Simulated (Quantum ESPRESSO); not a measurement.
# LiF (Griceite): zone-centre phonons and dielectric response under several settings

```
F Li
1.0
     0.00000    2.01400    2.01400
     2.01400    0.00000    2.01400
     2.01400    2.01400    0.00000
F Li
1 1
Direct
  0.50000 0.50000 0.50000
  0.00000 0.00000 0.00000
```

All runs used Quantum ESPRESSO 7.5; potentials PseudoDojo 0.4.1 SR LDA standard; k mesh 6 × 6 × 6, shifted; no spin polarisation; cutoff 1143 eV; occupations smeared at first, fixed for the response.

```tsv
level	geometry	volume (Å³/atom)	pressure (GPa)	lowest optical mode without the field (cm⁻¹)	highest mode with the field (cm⁻¹)	ε∞ (mean)	ε0 (mean)	Born charge of atom 1 (e)
LDA	relaxed at 0 GPa	7.44	0.0	343	672	2.11	8.1	-1.04
LDA	relaxed at 2 GPa	7.28	2.0	363	686	2.12	7.6	-1.04
LDA	relaxed at 5 GPa	7.07	5.0	389	705	2.13	7.0	-1.04
LDA	relaxed at 10 GPa	6.77	10.0	428	734	2.14	6.3	-1.03
LDA	relaxed at 15 GPa	?	15.0	?	?	?	?	?
```

Task: What stands in the row left open?

Result: Volume 6.53 Å³/atom; lowest optical mode without the field 462 cm⁻¹; highest mode with the field 759 cm⁻¹; ε∞ 2.15; ε0 5.8; Born charge of atom 1 -1.03 e.

Caveats: the cell is more than 3 GPa from zero pressure, which shifts response properties (some runs); the volume moved by over 15 % at a fixed basis, so the end points are rough (some runs).

For the row left open. Caveat: the volume moved by over 15 % at a fixed basis, so the end points are rough; the cell is more than 3 GPa from zero pressure, which shifts response properties.
